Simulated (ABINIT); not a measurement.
Runs of ABINIT 10.8.3 (patched build) on Si2Ni. The structure is cubic, space group Fm-3m (No. 225). The conventional cell has a = 5.406 Å, b = 5.406 Å, c = 5.406 Å, α = 90.00°, β = 90.00°, γ = 90.00°. Around Ni (site symmetry m-3m) lie 8 Si at 2.34 Å. Si (site symmetry -43m) is surrounded by 4 Ni at 2.34 Å. 

```csv
task,level,potentials or basis,cell,k mesh,cutoff (eV),stop of the response cycle (tolvrs),acoustic sum rule (asr),cell freedom (optcell),optimiser (ionmov),cutoff smearing ecutsm (Ha),gap on the mesh (eV),pressure (GPa),moment (μB),relaxed volume (Å³/atom)
single point,PBEsol,PseudoDojo NC SR PBEsol v0.4.1 standard,as given,7 × 7 × 7,1225,-,-,-,-,-,none,-2.1,0.00,-
single point,LDA,PseudoDojo NC SR LDA v0.4.1 standard,cell relaxed,7 × 7 × 7,1333,-,-,-,-,-,none,0.0,0.00,-
phonons,PBEsol,PseudoDojo NC SR PBEsol v0.4.1 standard,as given,"4 × 4 × 4, with 4 shifts",1225,1e-10,1,-,-,-,-,(a),0.00,-
relaxation of cell and atoms,PBEsol,JTH PAW PBE v2.0,relaxed,7 × 7 × 7,1116,-,-,2,2,0.5,none,0.0,0.00,13.07
relaxation of cell and atoms,LDA,PseudoDojo NC SR LDA v0.4.1 standard,relaxed,7 × 7 × 7,1333,-,-,2,2,0.5,none,0.0,0.00,12.73
```

Alike in all rows: spin collinear, ferromagnetic start; smearing fermi-dirac 0.05 eV.

**Question.** Estimate the missing entries.

**Answer.** (a) -2.0.

Caveats: small starting moments can end in a higher magnetic state in this program; the mesh is coarse for a metal's response (some runs); this build's spin-polarised response under this functional may be imprecise (some runs); the PAW data sets were made with another functional, which shifts forces and pressure a little (some runs).

A gap of «none» marks a metal or a gap under the smearing width.

Runs at the PBE level aren't shown here.
